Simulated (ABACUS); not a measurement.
## InAs: equation of state with HCTH407

The system is InAs.

```xyz
2
Lattice="0.0000 3.0180 3.0180 3.0180 0.0000 3.0180 3.0180 3.0180 0.0000" Properties=species:S:1:pos:R:3 pbc="T T T"
In    0.0000    0.0000    0.0000
As    4.5270    4.5270    4.5270
```

```json
{
  "Program": "ABACUS 3.10.1",
  "Task": "equation of state",
  "Functional": "HCTH407",
  "Potentials or basis": "GBRV ultrasoft 1.5 PBE",
  "Cutoff": "544 eV",
  "Density cutoff": "4354 eV",
  "Basis": "plane waves",
  "k mesh": "6 × 6 × 6",
  "Occupations": "fermi-dirac, width 0.05 eV",
  "Spin": "no spin polarisation",
  "Radial cutoff of the potentials (pseudo_rcut)": "10 bohr",
  "SCF threshold on the density": "1e-08",
  "Max SCF steps": "100",
  "Eigensolver": "dav",
  "Mixing": "broyden",
  "Mixing share": "0.7",
  "Symmetry key": "1",
  "Bands": "13"
}
```

| Property | Result |
| --- | --- |
| Equilibrium volume | 30.84 Å³/atom (rough: see the caveat) |
| Bulk modulus | 38 GPa (rough) |

Energy against volume, from the lowest point:
| volume (Å³/atom) | energy (meV/atom) |
| --- | --- |
| 25.840 | 124.96 |
| 26.939 | 64.40 |
| 28.039 | 24.08 |
| 29.138 | 0.00 |

All runs of the series together: 62 s on 4 threads of Intel(R) Xeon(R) 6975P-C (Granite Rapids), with other jobs on the host.

Caveat: the minimum lies outside the volumes run; the potentials were made for another functional, which shifts forces and pressure.
